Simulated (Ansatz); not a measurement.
Crystal: P, diamond type, 2 atoms in the cell.

Theory: r²SCAN, plane waves, PAW datasets (generated soft set 1) (Ansatz).

Cutoff 500 eV; k-mesh 11×11×11 Γ-centred; Fermi–Dirac smearing of 0.1 eV; no spin polarisation.

The fit to the energies gives V₀ = 20.013 Å³/atom (a₀ = 5.430 Å), B₀ = 45.3 GPa, B₀′ = 3.50.

(1) What pressure does the program print at V = 21.465 Å³/atom, and how far above the lowest computed point (V = 20.226 Å³/atom) does the energy lie?

Results:

(1) -2.82 GPa and 13.06 meV/atom. All points:

| V (Å³/atom) | a (Å) | E − E(min) (meV/atom) | P (GPa) |
| --- | --- | --- | --- |
| 18.988 | 5.3357 | 7.71 | 2.62 |
| 19.607 | 5.3930 | 0.88 | 0.96 |
| 20.226 | 5.4492 | 0.00 | -0.47 |
| 20.845 | 5.5043 | 4.27 | -1.71 |
| 21.465 | 5.5582 | 13.06 | -2.82 |

The stress includes the program's correction for the finite plane-wave basis.

This cubic structure is a model: it isn't the usual form of the substance at ambient conditions, and such phases are metastable or hypothetical.
